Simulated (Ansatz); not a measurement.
MoS2, 6 atoms in the cell. The cell holds a slab with vacuum, 6 atoms: a = 3.185 Å, b = 3.185 Å, c = 21.671 Å, α = 90.00°, β = 90.00°, γ = 120.00°. 

| Property | Result |
| --- | --- |
| Program | Ansatz 0.2.0 |
| Task | relaxation of cell and atoms |
| Functional | LDA |
| Potentials or basis | Ansatz PAW |
| Cutoff | 420 eV (not typed: the program's choice for these potentials) |
| k mesh | 10 × 10 × 2 |
| Occupations | fermi-dirac, width 0.05 eV |
| Spin | no spin polarisation |
| Hubbard terms | Mo d U = 8 eV |
| Hubbard projectors | ortho-atomic (the default) |
| Double counting | fll (the default) |

Potentials or basis: Ansatz PAW.

Launch:

```sh
$ ansatz run input.yaml --threads 2 --pin off --max-ram 5632MiB --backend cpu --events-out ev --progress --plain --runs-dir out
```

Hardware: 2 threads of Arm Neoverse V1, with other jobs on the host.

**Question.** Estimate the wall time of this run.

**Answer.** Wall time 57 s on 2 threads of Arm Neoverse V1, on a shared host, peak memory 0.58 GiB. Counts: scf iterations 79, plane waves 3503, k points 28, bands 32, ion steps 6.
